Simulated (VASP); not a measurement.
Crystal: LiSe6.

```xyz
7
Lattice="6.7168 0.0000 0.0000 -3.3584 5.8169 0.0000 0.0000 0.0000 2.2000" Properties=species:S:1:pos:R:3 pbc="T T T"
Li    0.0000    0.0000    1.1000
Se    1.1195    1.9390    0.0000
Se   -2.2389    3.8779    0.0000
Se    4.4778    0.0000    0.0000
Se   -1.1195    1.9390    0.0000
Se    2.2389    3.8779    0.0000
Se    2.2389    0.0000    0.0000
```

The cell was built by a generator and needn't be a form met in nature.

| Item | Value |
| --- | --- |
| Program | VASP 6.6.1 |
| Task | relaxation of cell and atoms |
| Functional | PBE |
| Dispersion | D3(BJ) |
| Potentials or basis | VASP PAW PBE potentials, release 64 (Li_sv, Se) |
| Cutoff | 600 eV |
| k mesh | 3 × 3 × 8 |
| Occupations | gaussian, width 0.1 eV |
| Spin | no spin polarisation |

At the start: pressure 136.5 GPa; volume 12.28 Å³/atom.

Task: How do energy, volume and symmetry change on relaxing?

Result: Over 13 steps the energy falls by 2879.1 meV/atom and the volume is 24.01 Å³/atom (+95.5 %); space group P6/mmm (No. 191, to 0.05 Å).

The path:
| step | energy change (eV) | largest force (eV/Å) | pressure (GPa) | volume (Å³) |
| --- | --- | --- | --- | --- |
| 1 | 0.0000 | 1.1786 | 136.54 | 85.96 |
| 2 | -13.6908 | 0.0877 | -8.41 | 292.60 |
| 3 | -19.6022 | 0.3943 | -0.13 | 166.38 |
| 4 | -19.6045 | 0.4022 | 0.53 | 164.42 |
| 5 | -20.0207 | 0.3048 | -0.23 | 166.50 |
| 6 | -19.4341 | 0.2521 | 2.48 | 169.74 |
| 7 | -20.0935 | 0.2799 | 0.14 | 167.64 |
| 8 | -20.0971 | 0.2901 | 0.02 | 167.44 |
| 9 | -20.1206 | 0.2269 | -0.06 | 167.65 |
| 10 | -20.1492 | 0.0629 | -0.12 | 168.13 |
| 11 | -20.1506 | 0.0164 | -0.10 | 168.26 |
| 12 | -20.1491 | 0.0149 | 0.56 | 167.83 |
| 13 | -20.1540 | 0.0098 | 0.18 | 168.07 |

Final structure:
```cif
data_structure
_symmetry_space_group_name_H-M 'P 1'
_symmetry_Int_Tables_number 1
_cell_length_a 8.5514
_cell_length_b 8.5514
_cell_length_c 2.6539
_cell_angle_alpha 90.000
_cell_angle_beta 90.000
_cell_angle_gamma 120.000
_cell_volume 168.07
loop_
_atom_site_label
_atom_site_type_symbol
_atom_site_fract_x
_atom_site_fract_y
_atom_site_fract_z
_atom_site_occupancy
Li1 Li 0.00000 0.00000 0.50000 1
Se1 Se 0.32801 0.32801 0.00000 1
Se2 Se 0.00000 0.67199 0.00000 1
Se3 Se 0.67199 0.00000 0.00000 1
Se4 Se 0.00000 0.32801 0.00000 1
Se5 Se 0.67199 0.67199 0.00000 1
Se6 Se 0.32801 0.00000 0.00000 1
```

Caveat: the k mesh is coarse (spacing up to 0.36 Å⁻¹), so the values aren't converged; the cutoff is under 1.25 times the usual one of these potentials, so pressure, stress and relaxed cells hold a basis-set (Pulay) error; the volume moved by over 15 % at a fixed basis, so the end points are rough.
